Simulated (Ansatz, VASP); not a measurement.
## Zn in VASP and in Ansatz

```
Zn
1.0
    -1.54783    1.54783    1.54783
     1.54783   -1.54783    1.54783
     1.54783    1.54783   -1.54783
Zn
1
Cartesian
  0.0000 0.0000 0.0000
```

Change from the starting cell: volume scaled by 0.96.

Alike in both runs: task single point; functional LDA; k mesh 12 × 12 × 12; occupations fermi-dirac, width 0.05 eV; no spin polarisation.

|  | VASP | Ansatz |
| --- | --- | --- |
| version | VASP 6.6.1 | Ansatz 0.2.0 |
| potentials or method | VASP PAW LDA potentials, release 64 (Zn), cutoff 520 eV | all-electron LAPW, scalar-relativistic |

VASP gave:

* gap on the k mesh at the Fermi level (eV): none
* pressure (GPa): -5.7

Problem. What did Ansatz give for the same quantities?

Solution. gap on the k mesh at the Fermi level (eV): none; pressure (GPa): -6.2.

A gap of «none» marks a metal or a gap that the smearing closes. Ansatz ran all-electron here, so the differences hold the error of VASP's frozen core and of both bases.
